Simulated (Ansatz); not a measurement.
Ti$_{3}$Al$_{5}$: do energies and stresses tell the same story?

Method: Ansatz 0.2.0, DFT r2SCAN, scalar-relativistic, plane waves, PAW.

Plane waves to 500 eV, a k mesh through Γ of 10×10×6 on the computed 8-atom cell and Gaussian smearing (0.10 eV); no spin polarisation.

Relaxed cell: Pmmm, a = 3.902 Å, b = 4.023 Å, c = 8.071 Å, α = 90.00°, β = 90.00°, γ = 90.00°, 8 atoms in the primitive cell. Whether it is the stable form of this composition wasn't checked.

Energies at zero smearing and pressures from the stress tensor, at volumes with shape and atoms relaxed:
| V (Å³/atom) | E − E(first) (meV/atom) | P (GPa) |
| --- | --- | --- |
| 14.409 | 0.00 | 13.32 |
| 14.884 | -31.72 | 8.20 |
| 15.359 | -49.35 | 3.80 |
| 15.834 | -54.82 | 0.00 |
| 16.309 | -49.82 | -3.28 |
| 16.784 | -35.79 | -6.10 |

**Question.** Check P = −dE/dV between neighbouring volumes, and get the bulk modulus from the pressures alone.

**Answer.** With 1 eV/Å³ = 160.2 GPa:
| middle V (Å³/atom) | −ΔE/ΔV (GPa) | mean P (GPa) |
| --- | --- | --- |
| 14.646 | 10.699 | 10.760 |
| 15.121 | 5.946 | 5.999 |
| 15.596 | 1.847 | 1.897 |
| 16.071 | -1.687 | -1.642 |
| 16.546 | -4.733 | -4.692 |

The two differ by 0.06 GPa at most. The mean of two end pressures misses the average over a step by about ΔV² P″/12, up to 0.06 GPa here; with that taken off 0.01 GPa remains. Around V = 15.834 Å³/atom, the two neighbours give B = −V ΔP/ΔV = 15.834 × 7.08 / 0.950 = 118.0 GPa, against B0 = 117.6 GPa from the Birch–Murnaghan fit of the energies.

Energies and stresses do tell the same story: once the curvature of P(V) is allowed for, little room remains for Pulay stress from an incomplete plane-wave basis. The raw mismatch has the same sign in every interval and shrinks on expansion, as expected for a convex pressure curve that flattens with volume. Relaxing shape and atoms doesn't spoil the comparison, because at a relaxed point their first-order contributions to the energy vanish.

The pressure rises ever more steeply on compression, since the kinetic energy of the valence electrons and the overlap repulsion between ion cores grow faster than the cohesive terms. Hybridisation between Ti d and Al p states probably adds to the stiffness, making the compound much harder to compress than elemental aluminium. The small excess of 118.0 over 117.6 GPa is likewise probably a finite-difference effect, as the slope of P(V) itself changes nonlinearly across the two steps. The agreement establishes numerical consistency, not the accuracy of the functional, which energies and stresses share.
